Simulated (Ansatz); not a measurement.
Crystal: Si.

```xyz
1
Lattice="2.6205 0.0000 0.0000 -1.3103 2.2695 0.0000 0.0000 0.0000 2.4664" Properties=species:S:1:pos:R:3 pbc="T T T"
Si    0.0000    0.0000    0.0000
```

This isn't the form of Si at room conditions, which is diamond.

Base run:

- Program: Ansatz 0.2.0
- Functional: LDA
- Potentials or basis: all-electron LAPW, scalar-relativistic
- Cutoff: 190 eV (chosen from the basis error)
- Basis error allowed: 0.001 eV/atom
- k mesh: 12 × 12 × 11
- Occupations: fermi-dirac, width 0.05 eV
- Spin: no spin polarisation

Its results: pressure -1.0 GPa.

Problem. The run is repeated on the same cell with these changes: functional from LDA to PBEsol. What comes out?

Solution. Pressure 0.6 GPa.

PBEsol binds less tightly than LDA, so the same cell stands under more pressure.
